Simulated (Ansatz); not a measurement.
Structure types of Cs compared at 0.71 GPa

Structure types of Cs are relaxed in primitive cells with their symmetry kept at 0.71 GPa, on PAW files; LAPW relaxes the small cells further and takes the PAW cell for the others (marked *). The enthalpy is E + pV at zero temperature, without zero-point motion. Only the types listed were tried, and differences under about 5 meV/atom are mesh noise. The real phase may be another.

Computed with Ansatz 0.2.0; functional PBE, scalar-relativistic. Settings: Fermi–Dirac smearing of 0.1 eV, no spin polarisation. Methods: LAPW: all electrons, basis error target 0.5 meV/atom; PAW: frozen-core files, cutoff 420 eV.

k meshes: fcc 9×9×9, bcc 10×10×10, hcp 9×9×5, hP4 6×6×4, beta tin 9×9×9, simple hexagonal 9×9×9.

Spin–orbit coupling is left out, which matters for the heavy atoms.

Problem. Which type is lowest in enthalpy, and by how much?

Solution. fcc, 0 meV/atom below hcp, which is within the noise of the k meshes. The whole table:

| start type | ends as | a, b, c (Å) | V (Å³/atom) | H − H(lowest), LAPW (meV/atom) | same, PAW |
| --- | --- | --- | --- | --- | --- |
| fcc | fcc, Fm-3m | 7.156, 7.156, 7.156 | 91.61 | 0.0 | 0.0 |
| bcc | bcc, Im-3m | 5.680, 5.680, 5.680 | 91.61 | 2.2 | 2.2 |
| hcp | hcp, P6_3/mmc | 5.058, 5.058, 8.272 | 91.64 | 0.5 | 0.5 |
| hP4* | dhcp, P6_3/mmc | 5.075, 5.075, 16.431 | 91.61 | 8.9 | 9.0 |
| beta tin | beta tin, I4_1/amd | 8.830, 8.830, 4.828 | 94.11 | 75.7 | 75.7 |
| simple hexagonal | simple hexagonal, P6/mmm | 4.879, 4.879, 4.545 | 93.71 | 70.0 | 69.9 |
